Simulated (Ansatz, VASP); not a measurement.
# C: VASP beside Ansatz

```
CELL_PARAMETERS angstrom
0.00000 1.80342 1.80342
1.80342 0.00000 1.80342
1.80342 1.80342 0.00000
ATOMIC_POSITIONS crystal
C 0.00000 0.00000 0.00000
C 0.25000 0.25000 0.25000
```

Alike in both runs: task single point; functional PBE; k mesh 12 × 12 × 12; occupations gaussian, width 0.02 eV; no spin polarisation.

|  | VASP | Ansatz |
| --- | --- | --- |
| version | VASP 6.6.1 | Ansatz 0.2.0 |
| potentials or method | VASP PAW PBE potentials, release 64 (C) | scalar-relativistic, plane waves, PAW |
| plane-wave cutoff (eV) | 520 | 420 |
| valence electrons in the cell | 8 | 8 |

VASP gave:

```
gap on the k mesh at the Fermi level (eV) : 4.08
least direct gap on the mesh (eV)         : 5.50
pressure (GPa)                            : -11.5
```

**Question.** Estimate Ansatz's values.

**Answer.** gap on the k mesh at the Fermi level (eV): 4.09; least direct gap on the mesh (eV): 5.51; pressure (GPa): -12.1.

With one functional, cell and mesh, what is left measures potentials, basis and numerics.
